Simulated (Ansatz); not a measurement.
# Ge (Cmcm) in Ansatz: notebook, part 2 of 2

Ansatz 0.2.0. Earlier steps stand in the parts before.

### Step 5. Band structure, PBEsol

input.yaml reads:

```yaml
crystal:
  lattice:
    - [1.488052925, -2.59468961, 0.0]
    - [1.488052925, 2.59468961, 0.0]
    - [0.0, 0.0, 4.72759579]
  atoms:
    - { symbol: Ge, position: [0.33344663, 0.66655337, 0.25] }
    - { symbol: Ge, position: [0.66655337, 0.33344663, 0.75] }
kpoints:
  mp_grid: { grid: [10, 10, 6] }
  band_path:
    path:
      - [0.0, 0.0, 0.0]
      - [0.3322253894, 0.3322253894, 0.0]
      - [0.0, 0.5, 0.0]
      - [0.0, 0.5, 0.5]
      - [0.3322253894, 0.3322253894, 0.5]
      - [0.0, 0.0, 0.5]
      - [0.0, 0.0, 0.0]
      - [-0.5, 0.5, 0.0]
    npoints: 8
scf:
  occupations: { method: fermi_dirac, width: 0.05 }
hamiltonian:
  xc: pbesol
  pseudopotentials:
    kind: all_electron
    lapw: { basis_error: 0.001 }
    dirac_shells: { Ge: ["3p"] }
output:
  forces: true
  stress: true
  eigenvalues: true
```

Potentials or basis: all-electron LAPW, inner shells corrected to Dirac's equation.

Launch:

```console
$ ansatz run input.yaml --threads 1 --pin off --max-ram 3072MiB --backend cpu --events-out ev --progress --plain --runs-dir out
```

The log of the run:

```text
Warning: RAYON_NUM_THREADS=1 ignored (pool sized by the plan → 1); use --threads N
LAPW: plane waves up to 7.236 Å⁻¹, error target 1.0e-3 eV per atom; small_component_spin mean_spin; Ge in spheres of 1.462 Å, 22 of its electrons in bands, Dirac shells [2p, 3p] (how accurate: hamiltonian.pseudopotentials.lapw.basis_error, Limitations)
Engine: ansatz 0.2.0, aarch64-unknown-linux-gnu
Pseudopotentials: kind: all_electron
Pseudopotential: Ge, LAPW, valence charge 22, lapw/all_electron/scalar/gaussian/Ge, Koelling and Harmon's equation with Dirac's for 2p 3p, gaussian nucleus
Functional definition: PBEsol
  exchange = pbesol_x
  correlation = pbesol_c
Crystal: 2 atoms, lattice volume = 36.507 Å³
Basis set: ecut = 199.48132308084763 eV, 245 PW (Γ), exchange–correlation at level 2
Bands: 27, of which v1, the nominal top of the filled ones, is band 22 counted from 1 (21 counted from 0)
Symmetry: 8 space group operations
Space group: Cmcm (ITA 63), of the structure as read, at distance tolerance 3.3e-5 Å
k-points: 124 of 600
Non-local potential: Ge, projectors of the file, none
Initial density: superposition of atomic densities (chi_scale 0.1, normalization cell)
Initial wavefunctions: plane waves of lowest kinetic energy (no species holds an atomic orbital)
Functional: x = pbesol(κ = 0.804, μ = 0.12345679012345678), c = pbesol(β = 0.046)
iter 1 solved again at ethr=1.36e-5 eV; its pass at ethr=1.00e-1 eV (dr2=5.98e-3 eV) is discarded
SCF iter   1: F=—  HF=-114154.565127 eV  |F-HF|=—  |Δ(HF+E_count)|=         —  Δρ=5.45e-3  dr2=6.02e-3  ethr=1.36e-5  ⟨swp⟩=3.6  Hψ=23622  notcnv=0
preconditioner: auto → Kerker (q_TF=auto, 2.815 Å⁻¹)  [metal: Δε(μ)=0.019 eV  Ē_g=23.893 eV  σ=0.050 eV  W_gap=0.09  n_scr=22 (ndim 8)  ℏωp=32.5 eV  f_vac=0.000  D(μ)=1.13/eV (n_scr^D=2)]
SCF iter   2: F=—  HF=-114154.536238 eV  |F-HF|=—  |Δ(HF+E_count)|=   2.89e-2  Δρ=3.09e-3  dr2=2.49e-3  ethr=1.36e-5  ⟨swp⟩=2.0  Hψ=10062  notcnv=0
SCF iter   3: F=—  HF=-114154.532389 eV  |F-HF|=—  |Δ(HF+E_count)|=   3.85e-3  Δρ=1.92e-3  dr2=1.13e-3  ethr=5.67e-6  ⟨swp⟩=2.0  Hψ=10051  notcnv=0
SCF iter   4: F=—  HF=-114154.531739 eV  |F-HF|=—  |Δ(HF+E_count)|=   6.50e-4  Δρ=8.89e-4  dr2=3.09e-4  ethr=2.58e-6  ⟨swp⟩=2.0  Hψ=10051  notcnv=0
iter 5 solved again at ethr=1.41e-8 eV; its pass at ethr=7.03e-7 eV (dr2=6.21e-6 eV) is discarded
SCF iter   5: F=—  HF=-114154.531732 eV  |F-HF|=—  |Δ(HF+E_count)|=   6.79e-6  Δρ=1.28e-4  dr2=6.19e-6  ethr=1.41e-8  ⟨swp⟩=2.0  Hψ=16878  notcnv=0
SCF iter   6: F=—  HF=-114154.531731 eV  |F-HF|=—  |Δ(HF+E_count)|=   6.78e-7  Δρ=2.94e-5  dr2=1.84e-7  ethr=1.41e-8  ⟨swp⟩=2.0  Hψ=10051  notcnv=0
SCF iter   7: F=-114154.531731 eV  HF=-114154.531731 eV  |F-HF|=6.98e-10  |Δ(HF+E_count)|=   5.34e-8  Δρ=5.10e-6  dr2=8.03e-9  ethr=4.19e-10  ⟨swp⟩=2.0  Hψ=10051  notcnv=0
SCF 1 converged in 7 iterations: F = -114154.531731 eV  dr2 = 8.03e-9
NSCF: frozen V_eff on 57 k-points
SCF converged after 7 iterations
Free energy (F): -114154.531731 eV
Harris-Foulkes:  -114154.531731 eV  (|F-HF|=6.98e-10)
Internal energy: -114154.523266 eV  (E = F + TS)
E sigma→0 (E₀):  -114154.527499 eV
Entropy (-TS):   -0.008466 eV (-4.233 meV/atom)
Fermi energy:    13.106214 eV
--- Per-component energies (eV) ---
  E_band       = -1937.862024
  E_kinetic    = 116558.339795
  E_xc         = -4255.989171
  E_electrostatic = -226456.873890  (all electrons and nuclei)
  E_smearing   = -0.008466  (= −TS)
  E_closure    = 0.000000  (closes the sum)
  E_atoms      = -114145.217043  (free atoms, spherical and without spin; not in F)
  Σ components = -114154.531731   (vs F -114154.531731, Δ=0.00e0)
  Basis errors (estimates in eV, not in F): energy 2.2e-4 per atom: plane waves 2.2e-4 (1.1e-4 summed), levels above the bands 6.1e-75, relativity 1.2e-7, radial functions 3.6e-6, core shells 2.6e-12; eigenvalues (radial functions only) 1.5e-5; not estimated: angular momenta, meshes, grids; target (lapw.basis_error) 1.0e-3; muffin-tin radii Ge 1.462 Å
--- Forces (eV/Å), atoms counted from 1 ---
  atom   1  Ge     0.00000000    -0.00056605     0.00000000
  atom   2  Ge     0.00000000     0.00056605     0.00000000
  max |Σ_I F_I| component: 0.00e0 eV/Å
--- Stress (GPa, compression-positive) ---
       -0.371572       0.000000       0.000000
        0.000000      -0.149126       0.000000
        0.000000       0.000000       2.146122
  P = ⅓ Tr σ = 0.5418 GPa (5.418 kbar)
--- Band table (eV; the first three rows and the last of 124) ---
  k-point 0: bands = ["-150.1879", "-150.1878", "-97.4996", "-97.4995", "-97.4992", "-97.4991", "-97.4943", "-97.4924", "-11.5028", "-11.4926", "-11.4903", "-11.4889", "-11.4833", "-11.4801", "-11.4702", "-11.4696", "-11.3954", "-11.3949", "-0.2483", "5.6483", "7.5830", "19.7260", "19.8404", "21.8030", "21.9201", "23.2302", "24.4885"]
  k-point 1: bands = ["-150.1879", "-150.1878", "-97.4995", "-97.4995", "-97.4992", "-97.4991", "-97.4942", "-97.4925", "-11.5016", "-11.4982", "-11.4950", "-11.4906", "-11.4863", "-11.4831", "-11.4590", "-11.4579", "-11.3980", "-11.3974", "-0.0621", "4.3364", "9.2562", "19.8724", "19.9865", "21.4724", "21.7266", "21.8414", "24.6348"]
  k-point 2: bands = ["-150.1879", "-150.1878", "-97.4995", "-97.4994", "-97.4993", "-97.4992", "-97.4938", "-97.4928", "-11.5027", "-11.4994", "-11.4981", "-11.4938", "-11.4916", "-11.4903", "-11.4394", "-11.4382", "-11.4063", "-11.4055", "0.4970", "2.7240", "11.9441", "18.2774", "20.2860", "20.3984", "21.4205", "21.5315", "25.0725"]
  k-point 123: bands = ["-150.1878", "-150.1878", "-97.5005", "-97.5005", "-97.4996", "-97.4996", "-97.4932", "-97.4932", "-11.5279", "-11.5279", "-11.5092", "-11.5092", "-11.4461", "-11.4461", "-11.3954", "-11.3954", "-11.3909", "-11.3909", "6.0590", "6.0590", "8.1609", "8.1609", "17.3742", "17.3742", "18.2144", "18.2144", "21.8382"]
```

bands.tsv:

```text
# k_distance	band_0	band_1	band_2	band_3	band_4	band_5	band_6	band_7	band_8	band_9	band_10	band_11	band_12	band_13	band_14	band_15	band_16	band_17	band_18	band_19	band_20	band_21	band_22	band_23	band_24	band_25	band_26
# fermi_ev = 13.106214
[... 67 lines left out ...]
6.589826	-163.294039	-163.293984	-110.606735	-110.606479	-110.606040	-110.605535	-110.599852	-110.599084	-24.660764	-24.622426	-24.606114	-24.601655	-24.552036	-24.549157	-24.512786	-24.507443	-24.502532	-24.491277	-9.238928	-6.318041	-2.976246	-1.489693	-0.333291	2.102280	2.693667	6.657004	7.455108
6.741173	-163.294034	-163.293985	-110.606772	-110.606522	-110.606053	-110.605544	-110.599804	-110.599126	-24.662592	-24.624594	-24.607173	-24.602238	-24.550614	-24.550067	-24.509565	-24.504329	-24.499117	-24.491025	-8.492340	-7.135199	-2.290644	-1.270263	-0.935488	1.405609	2.605296	6.560941	7.376083
```

Run time: 18 s. Hardware: 1 thread of Arm Neoverse V2, shared host; peak memory 0.39 GiB.

What came out:

```yaml
Free_energy: -114154.5317 eV
Pressure: 0.5 GPa
Band_gap_along_the_path: none (metal or under the smearing width)
```

Levels at the corners of the path, in eV from the Fermi level:
| point | band 18 | band 19 | band 20 | band 21 | band 22 | band 23 | band 24 | band 25 | band 26 | band 27 |
| --- | --- | --- | --- | --- | --- | --- | --- | --- | --- | --- |
| Γ | -24.50 | -13.35 | -7.46 | -5.52 | 6.62 | 6.73 | 8.70 | 8.81 | 10.12 | 11.38 |
| X | -24.50 | -6.71 | -6.70 | -4.05 | 0.00 | 0.02 | 1.00 | 1.01 | 1.01 | 5.36 |
| S | -24.49 | -8.42 | -7.09 | -2.25 | -1.25 | -0.87 | 1.44 | 2.45 | 6.42 | 7.23 |
| R | -24.50 | -6.97 | -6.97 | -4.92 | -4.92 | 4.12 | 4.12 | 5.09 | 5.09 | 8.65 |
| A | -24.50 | -5.86 | -5.86 | -3.62 | -3.62 | -2.37 | -2.37 | 6.75 | 6.75 | 11.55 |
| Z | -24.53 | -11.68 | -11.68 | 1.89 | 1.89 | 7.76 | 7.76 | 7.87 | 7.87 | 12.69 |
| Γ | -24.50 | -13.35 | -7.46 | -5.52 | 6.62 | 6.73 | 8.70 | 8.81 | 10.12 | 11.38 |
| Y | -24.49 | -8.49 | -7.14 | -2.29 | -1.27 | -0.94 | 1.41 | 2.61 | 6.56 | 7.38 |

### Step 6. Band structure, PBEsol (strain_z_fixed_volume = 0)

Edit input.yaml of step 5 so:

```diff
@@ -20,3 +20,3 @@
       - [-0.5, 0.5, 0.0]
-    npoints: 8
+    npoints: 6
 scf:
@@ -25,6 +25,3 @@
   xc: pbesol
-  pseudopotentials:
-    kind: all_electron
-    lapw: { basis_error: 0.001 }
-    dirac_shells: { Ge: ["3p"] }
+  pseudopotentials: { kind: all_electron, lapw: { basis_error: 0.001 } }
 output:
```

Potentials or basis: all-electron LAPW, scalar-relativistic.

Launch:

```console
$ ansatz run input.yaml --threads 1 --pin off --max-ram 3072MiB --backend cpu --events-out ev --progress --plain --runs-dir out
```

Run time: 17 s. Hardware: 1 thread of Arm Neoverse V2, shared host; peak memory 0.39 GiB.

The run converged. Its results:

```
Free energy             : -114149.1528 eV
Pressure                : 0.5 GPa
Band gap along the path : none (metal or under the smearing width)
```

Stress tensor (GPa, compression positive):
```
-0.37  0.00  0.00
 0.00 -0.15  0.00
 0.00  0.00  2.14
```

Levels at the corners of the path, in eV from the Fermi level:
| point | band 19 | band 20 | band 21 | band 22 | band 23 | band 24 | band 25 | band 26 |
| --- | --- | --- | --- | --- | --- | --- | --- | --- |
| Γ | -13.35 | -7.46 | -5.52 | 6.62 | 6.73 | 8.70 | 8.81 | 10.12 |
| X | -6.71 | -6.70 | -4.05 | 0.00 | 0.02 | 1.00 | 1.01 | 1.01 |
| S | -8.42 | -7.09 | -2.25 | -1.25 | -0.87 | 1.44 | 2.45 | 6.42 |
| R | -6.97 | -6.97 | -4.92 | -4.92 | 4.12 | 4.12 | 5.09 | 5.09 |
| A | -5.86 | -5.86 | -3.62 | -3.62 | -2.37 | -2.37 | 6.75 | 6.75 |
| Z | -11.68 | -11.68 | 1.89 | 1.89 | 7.76 | 7.76 | 7.87 | 7.87 |
| Γ | -13.35 | -7.46 | -5.52 | 6.62 | 6.73 | 8.70 | 8.81 | 10.12 |
| Y | -8.49 | -7.14 | -2.29 | -1.27 | -0.94 | 1.41 | 2.61 | 6.56 |

### Step 7. Summary

```tsv
potentials or basis	cell	cutoff (eV)	basis error allowed	pressure (GPa)
all-electron LAPW, scalar-relativistic	as given	199	0.001 eV/atom	0.5
all-electron LAPW, non-relativistic	as given	199	0.001 eV/atom	0.6
all-electron PAW datasets made for the crystal	as given	140	-	0.5
all-electron LAPW, inner shells corrected to Dirac's equation	as given	199	0.001 eV/atom	0.5
all-electron LAPW, scalar-relativistic	strain_z_fixed_volume = 0	199	0.001 eV/atom	0.5
```

Alike in all rows: task band structure; level PBEsol; no spin polarisation; k mesh 10 × 10 × 6; smearing fermi-dirac 0.05 eV.

Caveats: relativity is left out, which matters for the heavier elements (some runs).

Compare energies only between runs with the same functional and basis.
